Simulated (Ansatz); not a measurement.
**Relaxation of MgSi**

Level of theory: Ansatz, DFT r2SCAN, scalar-relativistic, plane waves, PAW. (500 eV cutoff, 12×12×12 k-mesh, Gaussian smearing of 0.10 eV, no spin polarisation)

What was changed in SrSi: Sr → Mg on all its sites, cell and atoms relaxed.

Command:

```bash
ansatz run input.yaml --threads 1 --pin off --max-ram 2560MiB --backend cpu --events-out ev --progress --plain --runs-dir out
```

Input:

```yaml
crystal:
  lattice:
    - [2.0933963345, -4.875793722, 0.0]
    - [2.0933963345, 4.875793722, 0.0]
    - [0.0, 0.0, 3.6523573559]
  atoms:
    - { symbol: Mg, position: [0.6427172219, 0.3572827781, 0.75] }
    - { symbol: Mg, position: [0.3572827781, 0.6427172219, 0.25] }
    - { symbol: Si, position: [0.9216297288, 0.0783702712, 0.75] }
    - { symbol: Si, position: [0.0783702712, 0.9216297288, 0.25] }
basis:
  ecutwfc: 500
kpoints:
  mp_grid: { grid: [12, 12, 12] }
hamiltonian:
  xc: r2scan
scf:
  occupations: { method: gaussian, width: 0.1 }
output:
  forces: true
  stress: true
  eigenvalues: true
relax:
  adjacent_minimum: "off"
  f_tol: 0.01
  max_steps: 60
  cell: { stress_tol: 0.1 }
```

F is the free energy. Steps run on the plane waves of an earlier cell, but the last one, and at times one on the way, on a freshly chosen basis, so a repeated geometry can differ a little in energy.

Steps:

| step | F − F(1) (eV) | largest force component (eV/Å) | V (Å³/atom) | P (GPa) |
| --- | --- | --- | --- | --- |
| 1 | 0.0000 | 0.067 | 18.640 | -0.05 |
| 2 | -0.0112 | 0.066 | 18.558 | 0.08 |
| 3 | -0.0130 | 0.011 | 18.549 | 0.08 |
| 4 | -0.0130 | 0.004 | 18.575 | -0.01 |
| 5 | -0.0130 | 0.004 | 18.575 | -0.01 |

Relaxed structure:

```yaml
crystal:
  lattice:
    - [2.04753, -4.96830, 0.00000]
    - [2.04753, 4.96830, 0.00000]
    - [0.00000, 0.00000, 3.65187]
  atoms:
    - { symbol: Mg, position: [0.64644, 0.35356, 0.75000] }
    - { symbol: Mg, position: [0.35356, 0.64644, 0.25000] }
    - { symbol: Si, position: [0.92253, 0.07747, 0.75000] }
    - { symbol: Si, position: [0.07747, 0.92253, 0.25000] }
```

Symmetry: Cmcm, No. 63, orthorhombic system. The conventional cell has a = 4.095 Å, b = 9.937 Å, c = 3.652 Å, α = 90.00°, β = 90.00°, γ = 90.00°. Mg (site symmetry m2m) has 7 Si at 2.74 to 3.02 Å as nearest neighbours. Si (site symmetry m2m) has 2 Si at 2.39 Å and 1 Mg at 2.74 Å as nearest neighbours.

The run converged. The run took 3.7 min on 1 thread of Arm Neoverse V2 (shared host), peak memory 0.86 GiB.